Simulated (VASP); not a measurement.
Input of a VASP 6.6.1 run:

INCAR

```
ALGO = Normal
EDIFF = 1E-6
EDIFFG = -0.02
ENCUT = 600
GGA = PE
IBRION = 2
ISIF = 3
ISMEAR = -1
IVDW = 12
LASPH = True
LCHARG = False
LREAL = False
LWAVE = False
NELM = 100
NSW = 60
PREC = Accurate
SIGMA = 0.05
```

KPOINTS

```
k-points
0
Gamma
  13 13 13
```

File POSCAR:

```
C
1.0
    0.0000000000      1.7833700000      1.7833700000
    1.7833700000      0.0000000000      1.7833700000
    1.7833700000      1.7833700000      0.0000000000
C
2
Direct
    0.7500000000      0.7500000000      0.7500000000
    0.5000000000      0.5000000000      0.5000000000
```

Potentials or basis: VASP PAW PBE potentials, release 64 (C).

The run is started by

```console
$ cat potpaw_PBE.64/C/POTCAR > POTCAR
$ mpirun -np 1 vasp_std > vasp.out
```

Predict the dispersion energy per atom.

-0.193 eV.

Predict the band gap on the k mesh.

4.16 eV, indirect (least direct gap 5.61 eV).

Predict the space group after relaxing (to 0.05 Å).

Fd-3m (No. 227).

Predict the relaxed cell.

a = 2.515 Å, b = 2.515 Å, c = 2.515 Å, α = 60.00°, β = 60.00°, γ = 60.00°.

Final structure:
```
CELL_PARAMETERS angstrom
0.00000 1.77845 1.77845
1.77845 0.00000 1.77845
1.77845 1.77845 0.00000
ATOMIC_POSITIONS crystal
C 0.75000 0.75000 0.75000
C 0.50000 0.50000 0.50000
```

Caveat: an odd mesh through Γ misses points on the zone boundary, where band edges often lie.

The cell as given is a measured one (5.67 Å³/atom); PBE+D3(BJ) puts the equilibrium volume -0.8 % from it, thermal expansion not counted.
